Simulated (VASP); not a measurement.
# Cu (Fm-3m) in VASP: further runs

Aim: see how the results for Cu move with the level of theory and the settings. Levels: PBE+D3(BJ), PBE, LDA. Tasks: relaxation of cell and atoms.

Everything below comes from runs of VASP 6.6.1. Logs are shortened: lines on timing, memory, paths and dates and some standing lists are left out, and cuts for length are marked.

### Step 1. The crystal as given

Symmetry: Fm-3m, No. 225, cubic system. The conventional cell has a = 3.615 Å, b = 3.615 Å, c = 3.615 Å, α = 90.00°, β = 90.00°, γ = 90.00°. Cu (site symmetry m-3m) has 12 Cu at 2.56 Å as nearest neighbours.

### Step 2. Relaxation of cell and atoms, PBE+D3(BJ)

Input file INCAR:

```
PREC = Accurate
ENCUT = 600
EDIFF = 1E-6
ISMEAR = 1
SIGMA = 0.1
LREAL = F
LASPH = T
NELM = 80
ALGO = Normal
ISIF = 3
LWAVE = F
LCHARG = F
GGA = PE
IVDW = 12
IBRION = 2
NSW = 90
EDIFFG = -0.01
```

Input file KPOINTS:

```
regular mesh
0
Gamma
  22 22 22
```

Input file POSCAR:

```
Cu
1.0
    0.0000000000      1.8075000000      1.8075000000
    1.8075000000      0.0000000000      1.8075000000
    1.8075000000      1.8075000000      0.0000000000
Cu
1
Direct
    0.0000000000      0.0000000000      0.0000000000
```

Potentials or basis: VASP PAW PBE potentials, release 64 (Cu).

The run is started by

```sh
> cat potpaw_PBE.64/Cu/POTCAR > POTCAR
> mpirun -np 1 vasp_std > vasp.out
```

OUTCAR:

```text
PREC = Accurate
   ENCUT = 600
   EDIFF = 1E-6
   ISMEAR = 1
   LREAL = F
   LASPH = T
   NELM = 80
   ISIF = 3
   GGA = PE
   IVDW = 12
   IBRION = 2
   NSW = 90
   EDIFFG = -0.01
 IVDW          = 12

 ion  position               nearest neighbor table
   1  0.000  0.000  0.000-

  LATTYP: Found a face centered cubic cell.
 ALAT       =     3.6150000000

  Lattice vectors:

 A1 = (   0.0000000000,   1.8075000000,   1.8075000000)
 A2 = (   1.8075000000,   0.0000000000,   1.8075000000)
 A3 = (   1.8075000000,   1.8075000000,   0.0000000000)

Analysis of symmetry for initial positions (statically):
=====================================================================
 Subroutine PRICEL returns:
 Original cell was already a primitive cell.

 Routine SETGRP: Setting up the symmetry group for a
 face centered cubic supercell.

 Subroutine GETGRP returns: Found 48 space group operations
 (whereof 48 operations were pure point group operations)
 out of a pool of 48 trial point group operations.

The static configuration has the point symmetry O_h .

Analysis of symmetry for dynamics (positions and initial velocities):
=====================================================================
 Subroutine PRICEL returns:
 Original cell was already a primitive cell.

 Routine SETGRP: Setting up the symmetry group for a
 face centered cubic supercell.

 Subroutine GETGRP returns: Found 48 space group operations
 (whereof 48 operations were pure point group operations)
 out of a pool of 48 trial point group operations.

The dynamic configuration has the point symmetry O_h .

 Subroutine INISYM returns: Found 48 space group operations
 (whereof 48 operations are pure point group operations),
 and found     1 'primitive' translations

----------------------------------------------------------------------------------------

                                     Primitive cell

  volume of cell :      11.8104

  direct lattice vectors                    reciprocal lattice vectors
     0.000000000  1.807500000  1.807500000    -0.276625173  0.276625173  0.276625173
     1.807500000  0.000000000  1.807500000     0.276625173 -0.276625173  0.276625173
     1.807500000  1.807500000  0.000000000     0.276625173  0.276625173 -0.276625173

  length of vectors
     2.556191014  2.556191014  2.556191014     0.479128854  0.479128854  0.479128854

  position of ions in fractional coordinates (direct lattice)
     0.000000000  0.000000000  0.000000000

  ion indices of the primitive-cell ions
   primitive index   ion index
                 1           1

----------------------------------------------------------------------------------------

 KPOINTS: regular mesh

Automatic generation of k-mesh.
 Grid dimensions read from file:
 generate k-points for:   22   22   22

 Generating k-lattice:

  Cartesian coordinates                     Fractional coordinates (reciprocal lattice)
    -0.012573871  0.012573871  0.012573871     0.045454545  0.000000000  0.000000000
     0.012573871 -0.012573871  0.012573871     0.000000000  0.045454545  0.000000000
     0.012573871  0.012573871 -0.012573871     0.000000000  0.000000000  0.045454545

  Length of vectors
     0.021778584  0.021778584  0.021778584

  Shift w.r.t. Gamma in fractional coordinates (k-lattice)
     0.000000000  0.000000000  0.000000000

 Subroutine IBZKPT returns following result:
 ===========================================

 Found    328 irreducible k-points:

 Following reciprocal coordinates:
            Coordinates               Weight
  0.000000  0.000000  0.000000      1.000000
  0.045455  0.000000  0.000000      8.000000
  0.090909  0.000000  0.000000      8.000000
  0.136364  0.000000  0.000000      8.000000
  0.181818  0.000000  0.000000      8.000000
  0.227273  0.000000  0.000000      8.000000
[... 16 lines left out ...]
  0.500000  0.045455  0.000000     24.000000
 -0.454545  0.045455  0.000000     24.000000
 [... further k-points ...]
   k-points           NKPTS =    328   k-points in BZ     NKDIM =    328   number of bands    NBANDS=      9
   number of dos      NEDOS =    301   number of ions     NIONS =      1
   total plane-waves  NPLWV =   8000
   dimension x,y,z NGX =    20 NGY =   20 NGZ =   20
   dimension x,y,z NGXF=    40 NGYF=   40 NGZF=   40
   ions per type =               1
   NGX,Y,Z   is equivalent  to a cutoff of  13.01, 13.01, 13.01 a.u.
   NGXF,Y,Z  is equivalent  to a cutoff of  26.01, 26.01, 26.01 a.u.
 SYSTEM =  unknown system
   PREC   = accura    normal or accurate (medium, high low for compatibility)
   ISTART =      0    job   : 0-new  1-cont  2-samecut
   ICHARG =      2    charge: 1-file 2-atom 10-const
   ISPIN  =      1    spin polarized calculation?
   LNONCOLLINEAR =      F non collinear calculations
   LSORBIT =      F    spin-orbit coupling
   LASPH  =      T    aspherical Exc in radial PAW
   ENCUT  =  600.0 eV  44.10 Ry    6.64 a.u.   5.11  5.11  5.11*2*pi/ulx,y,z
   NELM   =     80;   NELMIN=  2; NELMDL= -5     # of ELM steps
   EDIFF  = 0.1E-05   stopping-criterion for ELM
   LREAL  =      F    real-space projection
   EDIFFG = -.1E-01   stopping-criterion for IOM
   NSW    =     90    number of steps for IOM
   IBRION =      2    ionic relax: 0-MD 1-quasi-New 2-CG
   NFREE  =      1    steps in history (QN), initial steepest desc. (CG)
   ISIF   =      3    stress and relaxation
   ISYM   =      2    0-nonsym 1-usesym 2-fastsym
   POTIM  = 0.5000    time-step for ionic-motion
   TEBEG  =    0.0;   TEEND  =   0.0 temperature during run
   PSTRESS=    0.0 pullay stress
   NELECT =      11.0000    total number of electrons
   NUPDOWN=      -1.0000    fix difference up-down
   EMIN   =  10.00;   EMAX   =-10.00  energy-range for DOS
   EFERMI =   0.00;   METHOD = LEGACY
   ISMEAR =     1;   SIGMA  =   0.10  broadening in eV -4-tet -1-fermi 0-gaus
   EFERMI_NEDOS =   21; number of points for ismear=-14 and -15
   IALGO  =     38    algorithm
   IMIX   =      4    mixing-type and parameters
     AMIX     =   0.40;   BMIX     =  1.00
     AMIX_MAG =   1.60;   BMIX_MAG =  1.00
  volume/ion in A,a.u.               =      11.81        79.70
  Fermi-wavevector in a.u.,A,eV,Ry     =   1.598763  3.021224 34.777078  2.556043
  Thomas-Fermi vector in A             =   2.696162
   LORBIT       =      0    0 simple, 1 ext, 2 COOP (PROOUT), +10 PAW based schemes
   GGA     = PE    functional components
   LHFCALC =     F    Hartree Fock is set to
   AEXX    =    0.0000 exact exchange contribution
   IVDW    =    12    specifies the selected vdW correction
   LEPSILON=     F    determine dielectric tensor
   LRPA    =     F    only Hartree local field effects (RPA)
 conjugate gradient relaxation of ions
 non-spin polarized calculation
 Methfessel and Paxton  Order N= 1 SIGMA  =   0.10
  energy-cutoff  :      600.00
  volume of cell :       11.81
 maximum number of plane-waves:       411
   NGX = 11   NGY = 11   NGZ = 11

--------------------------------------- Ionic step        1  -------------------------------------------

 number of electron      11.0000001 magnetization

 Free energy of the ion-electron system (eV)
  ---------------------------------------------------
  ext. energy  EPLUGINS =         0.00000000
  ---------------------------------------------------
  free energy    TOTEN  =        -3.72774461 eV

  energy without entropy =       -3.72771135  energy(sigma->0) =       -3.72773353

------------------------ aborting loop because EDIFF is reached ----------------------------------------

 Edisp (eV)   -0.58300

 E8    (eV) :    -0.2499

  FORCE on cell =-STRESS in cart. coord.  units (eV):
  Direction    XX          YY          ZZ          XY          YZ          ZX
  --------------------------------------------------------------------------------------
  -------------------------------------------------------------------------------------
  Total      -0.43427    -0.43427    -0.43427    -0.00000     0.00000    -0.00000
  in kB     -58.91261   -58.91261   -58.91261    -0.00000     0.00000    -0.00000
  external pressure =      -58.91 kB  Pullay stress =        0.00 kB
[... 59 lines left out ...]
  energy  without entropy=       -4.3162773068  energy(sigma->0) =       -4.31626345

--------------------------------------- Ionic step        3  -------------------------------------------

 number of electron      11.0000013 magnetization

 Free energy of the ion-electron system (eV)
  ---------------------------------------------------
  ext. energy  EPLUGINS =         0.00000000
  ---------------------------------------------------
  free energy    TOTEN  =        -3.71195186 eV

  energy without entropy =       -3.71195701  energy(sigma->0) =       -3.71195358

 E-fermi :   8.0889     XC(G=0): -12.9586

 val. band max:        8.0584234867   @ k =   0.4545   0.2727   0.0000
 cond. band min:       8.0900724341   @ k =   0.5000   0.3182   0.1364
 fundamental gap:      0.0316489474
 Fermi energy:         8.0888621508

 k-point     1 :       0.0000    0.0000    0.0000
  band No.  band energies     occupation
      1      -1.5691      2.00000
      2       4.9388      2.00000
      3       4.9389      2.00000
      4       4.9389      2.00000
      5       5.8134      2.00000
      6       5.8134      2.00000
      7      31.0018      0.00000
      8      33.9590      0.00000
      9      33.9590      0.00000
[... 265 lines left out ...]
 k-point    24 :      -0.4545    0.0455    0.0000
  band No.  band energies     occupation
      1       2.8095      2.00000
      2       4.8812      2.00000
      3       4.9295      2.00000
      4       6.0594      2.00000
      5       6.3865      2.00000
      6       7.2269      2.00000
      7      12.3312      0.00000
      8      28.7248      0.00000
      9      30.1633      0.00000

 [... further k-points ...]

------------------------ aborting loop because EDIFF is reached ----------------------------------------

 Edisp (eV)   -0.60764

 E8    (eV) :    -0.2606

  FORCE on cell =-STRESS in cart. coord.  units (eV):
  Direction    XX          YY          ZZ          XY          YZ          ZX
  --------------------------------------------------------------------------------------
  -------------------------------------------------------------------------------------
  Total      -0.00588    -0.00588    -0.00588     0.00000     0.00000     0.00000
  in kB      -0.83029    -0.83029    -0.83029     0.00000     0.00000     0.00000
  external pressure =       -0.83 kB  Pullay stress =        0.00 kB
[... 16 lines left out ...]
  FREE ENERGIE OF THE ION-ELECTRON SYSTEM (eV)
  ---------------------------------------------------
  free  energy   TOTEN  =        -4.3195925976 eV

  energy  without entropy=       -4.3195977526  energy(sigma->0) =       -4.31959432

 reached required accuracy - stopping structural energy minimisation
```

It took 33 s on 1 thread of Intel Xeon 6975P-C (Granite Rapids), shared host; peak memory 0.17 GiB.

Results:

```
Free energy                            : -4.3196 eV
Relaxed volume                         : 11.35 Å³/atom
Relaxed cell                           : a = 2.522 Å, b = 2.522 Å, c = 2.522 Å, α = 60.00°, β = 60.00°, γ = 60.00°
Space group after relaxing (to 0.05 Å) : Fm-3m (No. 225)
Energy gained by relaxing              : 8.9 meV/atom
Ionic steps                            : 3
Pressure after relaxing                : -0.1 GPa
Band gap on the k mesh                 : none (metal or under the smearing width)
Dispersion energy per atom             : -0.608 eV
```

The path:
| step | energy change (eV) | largest force (eV/Å) | pressure (GPa) | volume (Å³) |
| --- | --- | --- | --- | --- |
| 1 | 0.0000 | 0.0000 | -5.89 | 11.81 |
| 2 | -0.0055 | 0.0000 | 4.16 | 11.08 |
| 3 | -0.0089 | 0.0000 | -0.08 | 11.35 |

Final structure:
```cif
data_structure
_symmetry_space_group_name_H-M 'P 1'
_symmetry_Int_Tables_number 1
_cell_length_a 2.5225
_cell_length_b 2.5225
_cell_length_c 2.5225
_cell_angle_alpha 60.000
_cell_angle_beta 60.000
_cell_angle_gamma 60.000
_cell_volume 11.35
loop_
_atom_site_label
_atom_site_type_symbol
_atom_site_fract_x
_atom_site_fract_y
_atom_site_fract_z
_atom_site_occupancy
Cu1 Cu 0.00000 0.00000 0.00000 1
```

Caveat: pairwise dispersion overbinds metals, which lowers pressure and volume.

[end of part 1 of 2]
